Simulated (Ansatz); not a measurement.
## Clamped-ion strain scan in H

Computed with DFT LDA, scalar-relativistic, plane waves, PAW in Ansatz 0.2.0. The runs took a 420 eV cutoff, a Γ-centred 10×10×26 mesh and Gaussian smearing (0.05 eV). No spin polarisation. Energies are free energies at this smearing, counted from the undisturbed cell; pressure is positive in compression.

The undisturbed cell (as given, not relaxed at this level; it stands at 1.5 GPa, and it needn't be the usual structure):

```
H
1.0
     2.64964    0.00000    0.00000
     0.00000    2.64964    0.00000
     0.00000    0.00000    0.98049
H
1
Cartesian
  0.0000 0.0000 0.4902
```

The cell holds chains and no dispersion correction was added, so their binding is poorly described.

The cell is strained by ε times the Voigt pattern (0, 0, 0, 1, 0, 0) (xx, yy, zz, yz, xz, xy; engineering shear) with fractional coordinates fixed. The cell is metallic on the mesh throughout.

```
      ε  ΔE (meV/atom) stress summed along the pattern (GPa, tension positive) pressure (GPa)
-0.0200            0.0                                                     0.04             1.5
-0.0100            0.0                                                     0.02             1.5
 0.0000            0.0                                                     0.00             1.5
 0.0025            0.0                                                     0.00             1.5
 0.0050            0.0                                                    -0.01             1.5
 0.0075            0.0                                                    -0.01             1.5
 0.0125            0.0                                                    -0.02             1.5
 0.0150            0.0                                                        ?             1.5
 0.0175            0.0                                                    -0.03             1.5
```

By symmetry 0.0200 repeats -0.0200, -0.0150 repeats 0.0150, 0.0100 repeats -0.0100, -0.0050 repeats 0.0050 in energy; the slope of the energy along the path changes sign there.

Task: Give the withheld values.

Result: stress summed along the pattern (GPa, tension positive) at ε = 0.0150: -0.03.